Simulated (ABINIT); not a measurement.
P:

```
P
1.0
     1.64774   -5.46504    0.00000
     1.64774    5.46504    0.00000
     0.00000    0.00000    4.54364
P
4
Direct
  0.90414 0.09586 0.58882
  0.09586 0.90414 0.41118
  0.59586 0.40414 0.08882
  0.40414 0.59586 0.91118
```

Program: ABINIT 10.8.3 (patched build). Alike in all runs: task single point; no spin polarisation; cell as given; k mesh 6 × 6 × 4; smearing fermi-dirac 0.05 eV.

**Question.** Order these runs on this cell by their pressure, lowest first.
A. level LDA; potentials or basis PseudoDojo NC SR LDA v0.4 stringent; cutoff (eV) 490
B. level PBEsol; potentials or basis PseudoDojo NC SR PBEsol v0.4 stringent; cutoff (eV) 490
C. level revPBE; potentials or basis PseudoDojo NC SR PBE v0.4.1 standard; cutoff (eV) 599

**Answer.** A (-2.3 GPa), B (-0.6 GPa), C (3.0 GPa).

Caveats: the cutoff is short for stress, so the pressure is rough (some runs); the potentials were made for another functional, which shifts forces and pressure (some runs).

Runs at the PBE level aren't shown here.
